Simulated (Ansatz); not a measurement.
# Electron scattering at the Σ3 (111) boundary in fcc Ni, starting shift (0.25, 0.5), part 2 of 3

Wanted: what the Σ3 (111) boundary in fcc Ni, starting shift (0.25, 0.5) costs an interconnect.

Ansatz 0.2.0; Ansatz plane-wave DFT, PBE, PAW files, collinear spin; relaxation of a bicrystal slab with its lowest layers held (the session's first sound run).

So far. Step 2 (Relaxing the bicrystal): The largest force component on a free atom ends at 0.016 eV/Å, under the tolerance of 0.03, after 9 steps.

## Step 3: Transmission across the boundary

Bulk layers of each grain are laid under and over the relaxed boundary, and a lead is named in the middle of each, away from the free faces. The mesh across the current, 28×28, is finer than the density's, because channels open and close sharply across the zone. Energies from -0.1 to 0.1 eV in steps of 0.05 eV are too few for the program's thermal sum, so it prints no conductance; for a metal the transmission near the Fermi level serves, at a fraction of the cost.

This step: Ansatz plane-wave DFT, PBE, PAW files, collinear spin; ballistic transport by layer matching (Landauer), zero bias; boundary relaxed in a short slab, bulk layers laid on (Ansatz 0.2.0).

System of this step: Σ3 (111) boundary in fcc Ni, starting shift (0.25, 0.5). The cell holds 22 atoms: 22 Ni. Cell: a = 2.492 Å, b = 2.492 Å, c = 50.711 Å, α = 90.0°, β = 90.0°, γ = 120.0°. It derives from Ni. Regions: lower grain, 9 atoms (9 Ni); boundary, 6 atoms (6 Ni); upper grain, 7 atoms (7 Ni). Vacuum lies along c.

File input.yaml:

```yaml
crystal:
  lattice:
    - [2.4918442969, 0.0, 0.0]
    - [-1.2459221485, 2.1580004634, 0.0]
    - [0.0, 0.0, 50.7106735985]
  atoms:
    - { symbol: Ni, position: [-4.0000000001, -8.0, 0.0788788576], spin: 1.0 }
    - { symbol: Ni, position: [-3.6666666668, -7.3333333333, 0.1190002404], spin: 1.0 }
    - { symbol: Ni, position: [-3.3333333334, -6.6666666667, 0.1591216232], spin: 1.0 }
    - { symbol: Ni, position: [-3.0000000001, -6.0, 0.199243006], spin: 1.0 }
    - { symbol: Ni, position: [-2.6666666667, -5.3333333333, 0.2393643889], spin: 1.0 }
    - { symbol: Ni, position: [-2.3333333334, -4.6666666667, 0.2794857717], spin: 1.0 }
    - { symbol: Ni, position: [-2.0, -4.0, 0.3196071545], spin: 1.0 }
    - { symbol: Ni, position: [-1.6666666667, -3.3333333333, 0.3597285373], spin: 1.0 }
    - { symbol: Ni, position: [-1.3333333333, -2.6666666667, 0.3998499201], spin: 1.0 }
    - { symbol: Ni, position: [1.0, 0.0, 0.439971303], spin: 1.0 }
    - { symbol: Ni, position: [0.3332551429, 0.6665102858, 0.4799599951], spin: 1.0 }
    - { symbol: Ni, position: [0.6664608918, 0.3329217837, 0.5199701512], spin: 1.0 }
    - { symbol: Ni, position: [-5.86966e-05, -0.0001173933, 0.5601282932], spin: 1.0 }
    - { symbol: Ni, position: [0.6674635145, 0.334927029, 0.6002607049], spin: 1.0 }
    - { symbol: Ni, position: [0.3334669126, -0.3330661748, 0.6402714627], spin: 1.0 }
    - { symbol: Ni, position: [-0.9998664207, -1.9997328415, 0.6803928455], spin: 1.0 }
    - { symbol: Ni, position: [-1.3331997541, -2.6663995081, 0.7205142283], spin: 1.0 }
    - { symbol: Ni, position: [-1.6665330874, -3.3330661748, 0.7606356111], spin: 1.0 }
    - { symbol: Ni, position: [-1.9998664208, -3.9997328415, 0.800756994], spin: 1.0 }
    - { symbol: Ni, position: [-2.3331997541, -4.6663995081, 0.8408783768], spin: 1.0 }
    - { symbol: Ni, position: [-2.6665330875, -5.3330661748, 0.8809997596], spin: 1.0 }
    - { symbol: Ni, position: [-2.9998664208, -5.9997328415, 0.9211211424], spin: 1.0 }
magnetization:
  spin_polarized: true
kpoints:
  mp_grid: { grid: [12, 12, 1] }
hamiltonian:
  xc: pbe
scf:
  occupations: { method: fermi_dirac, width: 0.1 }
output:
  transmission:
    leads: [[5, 6], [17, 18]]
    kmesh: [28, 28]
    e_range: [-0.1, 0.1]
    de: 0.05
  write_potential: true
  write_density: true
  volumetric_format: npy
  elf: true
```

Command:

```bash
> ansatz run input.yaml --threads 8 --pin off --max-ram 15360MiB --backend cpu --events-out ev --progress --plain --runs-dir out
```

Numbers of over 12 decimals in the logs are rounded to 6 here.

Log:

```text
[...]
Crystal: 22 atoms, lattice volume = 272.692 Å³
Basis set: ecut = 420 eV, 5155 PW (Γ)
Bands: 251, of which v1, the nominal top of the filled ones, is band 198 counted from 1 (197 counted from 0)
Symmetry: 2 space group operations
[...]
k-points: 43 of 144 (time reversal used)
[...]
Starting moments: Σ|m| = 22 μB on 22 of 22 sites
[...]
SCF iter   1: F=—  HF=-128455.682169 eV  |F-HF|=—  |Δ(HF+E_count)|=         —  Δρ=4.24e-2 (↑3.51e-2 ↓4.24e-2)  dr2=1.92e1  dr2_m=2.78e-1  M=18.639 μB ∫|m|=19.864 μB  β_m=0.30  ethr=3.10e-3  ⟨swp⟩=5.8  Hψ=73261  notcnv=0  defer=1339
[...]
SCF iter  20: F=-128473.130123 eV  HF=-128473.130123 eV  |F-HF|=9.47e-8  |Δ(HF+E_count)|=   3.20e-9  Δρ=1.27e-6 (↑3.96e-7 ↓1.27e-6)  dr2=9.48e-8  dr2_m=6.43e-10  M=14.221 μB ∫|m|=16.231 μB  ethr=1.75e-11  ⟨swp⟩=9.6  Hψ=88847  notcnv=0
SCF 1 converged in 20 iterations: F = -128473.130123 eV  dr2 = 9.48e-8
[...]
transmission: 1446 of 14348 steps passed
transmission: 2874 of 14348 steps passed
[...]
transmission: 14348 of 14348 steps passed
WARN: The output density's exchange-correlation potential varies sharply where the density is thin. Do not read a vacuum level from v_tot or v_xc, or from such a field of the output density. On a cell that repeats whose density bears no net charge and no dipole along the vacuum's axis use v_es (v_loc + v_h of the components); under efield.dipole_correction with no amplitude use v_es + v_field, which holds any externa [...]
SCF converged after 20 iterations
Magnetization: 14.2207 μB (205.1103 up, 190.8897 down)
Absolute magnetization: 16.2482 μB (∫|ρ↑−ρ↓|, with the PAW one-centre terms)
[...]
Per-site moments (μB) at R_I (Å): [(0.715624, 1.027886), (0.722863, 1.027886), (0.680327, 1.027886), (0.675765, 1.027886), (0.676618, 1.027886), (0.676458, 1.027886), (0.675518, 1.027886), (0.675807, 1.027886), (0.676588, 1.027886), (0.676036, 1.025540), (0.676698, 1.025540), (0.680599, 1.025856), (0.688678, 1.027196), (0.681778, 1.025656), (0.676661, 1.025656), (0.674485, 1.027886), (0.676465, 1.027886), (0.676594, 1.027886), (0.675788, 1.027886), (0.679994, 1.027886), (0.722686, 1.027886), (0.715468, 1.027886)]
Free energy (F): -128473.130123 eV
[...]
Internal energy: -128471.915445 eV  (E = F + TS)
E sigma→0 (E₀):  -128472.522784 eV
Entropy (-TS):   -1.214678 eV (-55.213 meV/atom)
Fermi energy:    15.364002 eV
[...]
--- Band table (eV; the first three rows and the last of 86) ---
  k-point 0 ↑: bands = [... 194 lower, 14.1828, 14.2500, 14.2509, 14.3045, 14.3048, 14.3930, 14.3933, 14.4489, ... 49 higher]
  k-point 1 ↑: bands = [... 194 lower, 14.1786, 14.2056, 14.2176, 14.2464, 14.2718, 14.3224, 14.3230, 14.4045, ... 49 higher]
  k-point 2 ↑: bands = [... 194 lower, 14.2248, 14.2684, 14.3127, 14.3174, 14.3585, 14.4276, 14.4450, 14.4821, ... 49 higher]
  k-point 42 ↓: bands = [... 194 lower, 15.6833, 15.7119, 15.7475, 15.7558, 16.8799, 16.8902, 16.8988, 16.9180, ... 49 higher]
--- Transmission ---
  basis      : 55 plane waves across, 34 finite elements along
  points     : 211, standing for a mesh of 28 x 28
  energies   : 5 from -0.100000 to 0.100000 eV about the Fermi level, 0.050000 eV apart; the leads are filled to 0.000000 eV, and channels, transmission and decay are at 0.000000 eV
  crystal 0  : Ni1, at the sites [5, 6], period 2.0346 Å, over 26.45 Å; its Hamiltonian steps by up to 1.3 meV
    offset         : up to 0.0000 Å between an atom of the period and one for which it stands
    channels       : 6.466837e-1 up, 1.709184e0 down
    conductance    : none, the energies end too early or step too widely for 300 K: set another output.transmission.e_range or a lower de, or, where they end at an eighth of basis.ecutwfc, a higher one
    slowest decay  : 0.1059 /Å at (-0.4286, 0.2143)
[...]
channels       : 6.466837e-1 up, 1.724490e0 down
[...]
slowest decay  : 0.1042 /Å at (-0.4286, 0.2143)
  junction   : crystal 0 to crystal 1, 16.53 to 36.21 Å
    transmission   : 5.940527e-1 up, 1.476744e0 down
[...]
```

Run time: 9 min. Hardware: 8 threads of Arm Neoverse V1, shared host; peak memory 7.2 GiB.

The column dr2 measures how far the density is from self-consistency, as an energy; F and HF (Harris–Foulkes) agree once it is small.

This step gave:

* free energy: -128473.1301 eV
* energy at zero smearing: -128472.5228 eV
* Fermi energy: 15.36 eV
* magnetization: 14.22 μB
* absolute magnetization: 16.25 μB
* cell area: 5.377 Å²
* transmission, spin up: 0.5941
* transmission, spin down: 1.477
* open channels, spin up: 0.6467
* open channels, upper lead, spin up: 0.6467
* open channels, spin down: 1.709
* open channels, upper lead, spin down: 1.724
* step of the lead's potential: 1.3 meV
* step of the upper lead's potential: 2.3 meV

Per spin. Table of transmission, zone mean by energy, zero at the Fermi level:

```
energy (eV)   T up  T down
    -0.1000  0.560    1.39
    -0.0500  0.571    1.42
     0.0000  0.594    1.48
     0.0500  0.599    1.56
     0.1000  0.605    1.50
```

Per spin. The open channels, zone mean by energy, zero at the Fermi level:

```
energy (eV)  lead up  upper lead up  lead down  upper lead down
    -0.1000    0.601          0.601       1.69             1.67
    -0.0500    0.631          0.631       1.69             1.69
     0.0000    0.647          0.647       1.71             1.72
     0.0500    0.647          0.647       1.77             1.77
     0.1000    0.647          0.647       1.90             1.90
```

Transmission over k1 and k2. At 0.0000 eV from the Fermi level, spin up.

Ten even steps from '_' (0.00) to '@' (1.00), each cell a mean:
```
::++++++......::__::....++++++--________________________
__++++##%%%%@@@@==@@@@%%%%####++::______________________
__..**@@@@@@@@@@@@@@@@@@@@@@@@%%++______________________
____##@@@@@@@@@@@@@@@@@@@@@@@@@@@@**____________________
____%%@@@@@@@@@@@@@@@@@@@@@@@@@@@@@@@@::________________
____==@@@@@@@@@@@@@@@@@@@@@@@@@@@@@@@@@@________________
____**@@@@@@@@@@@@@@@@@@@@@@@@@@@@@@@@@@##**____________
____%%@@@@@@@@@@@@@@@@@@@@@@@@@@@@@@@@@@@@@@%%..________
__..##@@@@@@@@@@@@@@@@@@@@@@@@@@@@@@@@@@@@@@@@%%::..____
..++**@@@@@@@@@@@@@@@@@@@@@@@@@@@@@@@@@@@@@@@@@@%%++--..
==++++@@@@@@@@@@@@@@@@@@@@@@::@@@@@@@@@@@@@@@@@@@@%%++++
::::==++@@@@@@@@@@@@@@@@@@@@@@@@@@@@@@@@@@@@@@@@@@@@++++
______::--@@@@@@@@@@@@@@@@@@@@@@@@@@@@@@@@@@@@@@@@@@##::
__________::@@@@@@@@@@@@@@@@@@@@@@@@@@@@@@@@@@@@@@@@%%__
____________..%%@@@@@@@@@@@@@@@@@@@@@@@@@@@@@@@@@@@@%%__
__________________@@@@@@@@@@@@@@@@@@@@@@@@@@@@@@@@@@::__
__________________==@@@@@@@@@@@@@@@@@@@@@@@@@@@@@@@@@@__
____________________::%%@@@@@@@@@@@@@@@@@@@@@@@@@@@@%%__
________________________**@@@@@@@@@@@@@@@@@@@@@@@@@@**__
________________________--++##%%%%@@@@@@**@@@@@@%%##++++
..________________________==++++++----==__==----::++++++
==::______________________::==--..________________....--
```
Columns: k1 (b1) from -0.5 to 0.464; rows upwards: k2 (b2) from -0.5 to 0.464.

Open channels over k1 and k2. At 0.0000 eV from the Fermi level, spin up.

Ten even steps from '0' (0.00) to '9' (1.00), each cell a mean:
```
7999222202229999000000000000
0999999949999999400000000000
0399999999999999900000000000
0099999999999999980000000000
0099999999999999999200000000
0059999999999999999900000000
0079999999999999999977000000
0099999999999999999999910000
0399999999999999999999993300
5999999999999999999999999955
9999999999999929999999999999
7779999999999999999999999999
0005599999999999999999999995
0000039999999999999999999990
0000001999999999999999999990
0000000009999999999999999920
0000000005999999999999999990
0000000000299999999999999990
0000000000009999999999999991
0000000000006999999969999999
5000000000000999944404444999
9700000000000999200000000229
```
Columns: k1 (b1) from -0.5 to 0.464; rows upwards: k2 (b2) from -0.5 to 0.464.

Transmission over k1 and k2. At 0.0000 eV from the Fermi level, spin down.

Values, 12 rows by 16 columns, each cell a mean:
```
1.10 1.34 1.05 1.06 1.11 1.13 1.06 1.16 1.43 0.71 0.49 1.03 1.03 1.01 0.93 0.37
0.95 1.16 1.46 2.26 2.02 2.09 2.06 1.96 1.58 1.13 0.94 1.08 1.38 1.90 1.50 0.98
0.97 1.20 2.40 1.88 1.90 1.88 1.87 1.90 1.94 2.19 1.50 0.96 0.98 1.34 1.37 0.98
0.97 1.34 2.02 1.84 1.92 1.92 1.91 1.91 1.91 1.89 1.77 2.00 1.03 0.97 1.11 0.92
0.89 1.18 2.14 1.85 1.91 1.91 1.88 1.86 1.87 1.90 1.89 1.74 2.10 1.22 0.81 0.40
1.28 1.40 1.85 1.89 1.92 1.91 1.87 1.81 1.78 1.86 1.90 1.92 1.96 1.74 1.51 1.24
0.97 0.96 0.99 2.20 1.95 1.91 1.90 1.86 1.81 1.84 1.89 1.91 1.91 2.11 1.63 1.13
0.82 0.51 0.95 1.09 1.80 1.99 1.88 1.91 1.89 1.89 1.90 1.91 1.89 1.89 1.90 0.93
0.98 1.13 1.28 0.98 1.04 1.67 1.99 1.89 1.92 1.91 1.91 1.92 1.92 1.90 1.98 0.95
0.98 1.01 1.74 1.41 1.03 0.96 1.34 2.04 1.87 1.99 1.83 1.85 2.01 2.13 1.80 0.92
0.76 0.90 1.45 1.29 1.35 0.93 0.67 1.00 1.61 1.79 1.64 1.85 1.88 1.50 1.33 1.16
1.15 0.57 0.95 0.98 0.98 0.94 0.54 1.08 1.36 0.94 0.93 0.96 0.96 0.95 0.99 1.19
```
Columns: k1 (b1) from -0.5 to 0.464; rows upwards: k2 (b2) from -0.5 to 0.464.

Open channels over k1 and k2. At 0.0000 eV from the Fermi level, spin down.

Ten even steps from '_' (0.00) to '@' (3.79), each cell a mean:
```
==++++++::::::::::::::::==++++++==__::::::::::::::::__==
::++**@@::------====------++##**--....::----::::----....
::--==++**********##++******%%==--::::::--++==**++++::::
::::::==##++++++++++++++++++++**++::::::::----####--::::
::::::++##++++++++++++++++++++++##**--::::::::::++--::::
::::::****++++++++++++++++++++++++**++++::::::::--++::::
::::::####++++++++++++++++++++++++++++##**::::::::--::::
::::::++++++++++++++++++++++++++++++++++++++--::::::__::
::--::++##++++++++++++++++++++++++++++++++****--::--__..
==++++--##++++++++++++++++++++++++++++++++++****::**==++
++++++%%##++++++++++++++++++++++++++++++++++++++**@@++++
==++==##::##++++++++++++++++++++++++++++++++++++##--**++
::--..==::==****++++++++++++++++++++++++++++++++##++::==
::..__::::::--**++++++++++++++++++++++++++++++++**++::::
::::::::::::::--####++++++++++++++++++++++++++++####::::
::::::++--::::::::**++**++++++++++++++++++++++++**##::::
::::::--++::::::::::--****++++++++++++++++++++++##++::::
::::::::##**::::::::::--**##++++++++++++++++++++##++::::
::::::++++##==++--::::::----%%**####++##++########------
::....====::::====::....==**%%========****======::@@**++
==--__::::::::::::::..__==++++**==::::::::::::::::**++++
++++::::::::::::::::::::--++++++--::::::::::::::::----++
```
Columns: k1 (b1) from -0.5 to 0.464; rows upwards: k2 (b2) from -0.5 to 0.464.

Slowest decay crystal 1 over k1 and k2. At 0.0000 eV from the Fermi level, spin up.

Ten even steps from '_' (0.000) to '@' (0.504), each cell a mean:
```
________::--==++++==--::________--==**####%%%%%%##**++--
--______________..______________..==**##%%%%@@@@%%##**++
++..______________________________--++##%%@@@@@@@@%%##**
**==________________________________==**##%%@@@@@@@@%%##
##++__________________________________==##%%%%@@@@@@@@%%
##**..__________________________________==####%%%%%%%%%%
**++______________________________________..**##########
++==__________________________________________--++******
--..____________________________________________..::====
..__________________________________________________....
____________________________::__________________________
________________________________________________________
------....____________________________________________..
++++++++==::__________________________________________--
**########**==________________________________________++
####%%%%%%%%##**--__________________________________..**
##%%%%@@@@@@%%##**::__________________________________**
**##%%@@@@@@@@%%##**--________________________________==
++##%%@@@@@@@@@@%%##++::______________________________::
--++##%%%%@@@@@@%%##**==________________________________
..--++**##%%%%%%%%##**==::________..::--==----::..______
____--==****######**++==::______::==++**####****++--::__
```
Columns: k1 (b1) from -0.5 to 0.464; rows upwards: k2 (b2) from -0.5 to 0.464.

Spin density in the ca plane at fractional y = 0.000, with atoms of Ni within 0.2 Å of it.

Values in units of 1e-1 e/Å³, 5 rows by 16 columns, each cell a mean:
```
 4.2 -0.1 -0.1 -0.1 -0.1  2.4  4.5 -0.1 -0.1 -0.1 -0.1  2.1  5.1  0.1  0.0  0.0
 0.2  0.0  0.1  0.1  0.1  0.1  0.2  0.0  0.1  0.1  0.1  0.1  0.3  0.0  0.0  0.0
-0.1  0.1  0.3  0.2  0.2 -0.1 -0.1  0.1  0.3  0.2  0.3 -0.1 -0.1  0.0  0.0  0.0
 0.8  0.0  0.0  0.0  0.0  0.5  0.9  0.0  0.0  0.0  0.0  0.4  1.1  0.0  0.0  0.0
 7.6 -0.1 -0.1 -0.1 -0.1  4.3  8.2 -0.1 -0.1 -0.1 -0.1  3.8  9.3  0.1  0.0  0.0
```
Columns run along c (16.0 Å, from fractional 0.68 to 1.00 of the cell), rows up along a (2.5 Å). Atoms in or near the plane, at fractional coordinates: Ni at (0.80, 0.00), Ni at (0.92, 0.00).

Valence density in the ca plane at fractional y = 0.000, with atoms of Ni within 0.2 Å of it. It is the smooth field of the valence electrons, not physical close to the nuclei.

Ten steps, logarithmic in the rise over the least value, from '0' (0 e/Å³) to '9' (46 e/Å³), each cell a mean:
```
85211100000111268841111000011013786200000000
53111110011111135521111100111112454100000000
21111221112211112111122111122111121000000000
11012321112321011100123211132100110000000000
11011221112211011110122111122101111000000000
32111111011111123311111100111111342100000000
75111110001111257731111000011112686200000000
96210000000001279941000000000013897300000000
```
Columns run along c (16.0 Å, from fractional 0.68 to 1.00 of the cell), rows up along a (2.5 Å). Atoms in or near the plane, at fractional coordinates: Ni at (0.80, 0.00), Ni at (0.92, 0.00).

ELF of down spins in the ca plane at fractional y = 0.000, with atoms of Ni within 0.2 Å of it. It is the smooth field of the valence electrons, not physical close to the nuclei.

Values, 5 rows by 16 columns, each cell a mean:
```
0.33 0.28 0.24 0.24 0.28 0.29 0.34 0.27 0.24 0.24 0.27 0.29 0.35 0.09 0.03 0.00
0.21 0.21 0.20 0.21 0.20 0.22 0.21 0.21 0.19 0.21 0.19 0.22 0.21 0.17 0.04 0.00
0.26 0.21 0.20 0.21 0.20 0.26 0.25 0.21 0.20 0.21 0.20 0.25 0.27 0.23 0.05 0.00
0.23 0.23 0.20 0.22 0.22 0.23 0.24 0.23 0.20 0.22 0.21 0.23 0.24 0.13 0.04 0.00
0.39 0.30 0.27 0.26 0.32 0.32 0.41 0.30 0.27 0.26 0.32 0.32 0.42 0.08 0.03 0.00
```
Columns run along c (16.0 Å, from fractional 0.68 to 1.00 of the cell), rows up along a (2.5 Å). Atoms in or near the plane, at fractional coordinates: Ni at (0.80, 0.00), Ni at (0.92, 0.00).

Nearest the Fermi level spin up passes 0.594 of 0.647 channels of the lower lead and spin down 1.48 of 1.71.

(Continued in part 3 of 3.)

[Logs are printed without paths, hosts, clocks, repeated set-up lines and the standing remarks that a program may print on its own settings, such as how far it seeks lower states.]

[Hosts, paths, dates, database ids (printed as entryN), source tags and the programs' standing remarks are cut or masked in the printed files.]
